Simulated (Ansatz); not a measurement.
## ZnSe: deformation potentials from a series

```xyz
2
Lattice="0.0000 2.8338 2.8338 2.8338 0.0000 2.8338 2.8338 2.8338 0.0000" Properties=species:S:1:pos:R:3 pbc="T T T"
Zn    0.0000    0.0000    0.0000
Se    4.2507    4.2507    4.2507
```

Atom numbers follow the list: Zn1, Se2.

The geometry is COD entry 9008857, unchecked; take it as a test cell.

The calculation used DFT, LDA, all-electron LAPW, scalar-relativistic (Ansatz 0.2.0).

Numerical set-up: a Γ-centred 8×8×8 k mesh, Fermi–Dirac smearing of 0.03 eV, basis error target 1 meV/atom, no spin polarisation.

The strain is applied along the Cartesian axes of the cell as listed (the other components stay zero). Fractional coordinates are held (clamped ions).

Only quantities that a quadratic follows smoothly over the whole series are listed; rougher ones are left out.

| εxx = εyy | direct gap at Γ, from the mean of the top three filled levels (eV) | singlet less doublet of the top filled triplet at Γ (eV) |
| --- | --- | --- |
| -0.0300 | 1.278 | -0.126 |
| -0.0200 | 1.195 | -0.081 |
| -0.0100 | 1.112 | -0.039 |
| 0.0000 | 1.032 | 0.000 |
| 0.0200 | 0.875 | 0.068 |
| 0.0300 | 0.799 | 0.098 |

(1) Fit the series and give the slopes at zero strain.

(2) One run, at εxx = εyy = 0.0100, is withheld. Predict its row.

Results:

(1) Least-squares fits y = p0 + p1 x + p2 x² to the rows give direct gap at Γ, from the mean of the top three filled levels (eV): p1 = -7.99, p2 = 7.5; singlet less doublet of the top filled triplet at Γ (eV): p1 = 3.73, p2 = -15. Without spin–orbit coupling the singlet lies 3b(εzz − εxx) above the doublet in the usual convention, so the shear deformation potential is b = -1.24 eV.

(2) The fits give 0.953, 0.036; the run gave 0.953, 0.036.
